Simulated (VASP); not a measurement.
**Os under changes of volume**

One of the cells (14.262 Å³/atom); the others are scaled copies at fixed shape and fractional positions:

```
Os
1.0
     2.75221    0.00000    0.00000
    -1.37610    2.38348    0.00000
     0.00000    0.00000    4.34831
Os
2
Direct
  0.66667 0.33333 0.75000
  0.33333 0.66667 0.25000
```

| Item | Value |
| --- | --- |
| Program | VASP 6.6.1 |
| Functional | PBE |
| Potentials or basis | VASP PAW PBE potentials, release 64 (Os) |
| Cutoff | 520 eV |
| k mesh | 11 × 11 × 6 |
| Occupations | fermi-dirac, width 0.05 eV |
| Spin | no spin polarisation |

| volume (Å³/atom) | energy over the lowest point (meV/atom) | pressure (GPa) |
| --- | --- | --- |
| 13.143 | 134.09 | 41.0 |
| 13.423 | ? | ? |
| 13.703 | 31.73 | 18.4 |
| 14.262 | 0.00 | 0.4 |
| 14.542 | 5.92 | -7.2 |
| 14.821 | 24.25 | -13.9 |

Question: What does the run at 13.423 Å³/atom give?

Answer: Energy over the lowest point 73.03 meV/atom; pressure 29.0 GPa.

Worked out: A Birch-Murnaghan fit of order 3 (a polynomial in V^(-2/3)) to the other rows has its minimum at 14.28 Å³/atom with B0 = V·E''(V) = 405 GPa and B' = 4.8 at fixed shape and positions, which overstates the stiffness. It gives 73.04 meV/atom at 13.423 Å³/atom, against the run's 73.03, and -dE/dV = 29.1 GPa, against 29.0.

Energies are extrapolated to zero smearing.
